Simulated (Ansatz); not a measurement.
Three rocksalt compounds, relaxed with r2SCAN in Ansatz. Calculated for a static, non-magnetic cell.

```tsv
compound	a (Å)
AgBr	5.785
LiBr	5.479
BaO	5.544
```

Task: What is the misfit strain of a coherent AgBr film on BaO?

Result: ε∥ = (a_sub − a_film)/a_film = (5.544 − 5.785)/5.785 = -4.17 %: the film is in compression in the plane. At this size it stays coherent for a few layers at most.

Task: By Vegard's law, which share x of LiBr in (AgBr)₁₋ₓ(LiBr)ₓ matches the substrate?

Result: (1 − x) × 5.785 + x × 5.479 = 5.544 gives x = (5.544 − 5.785)/(5.479 − 5.785) = 0.788.
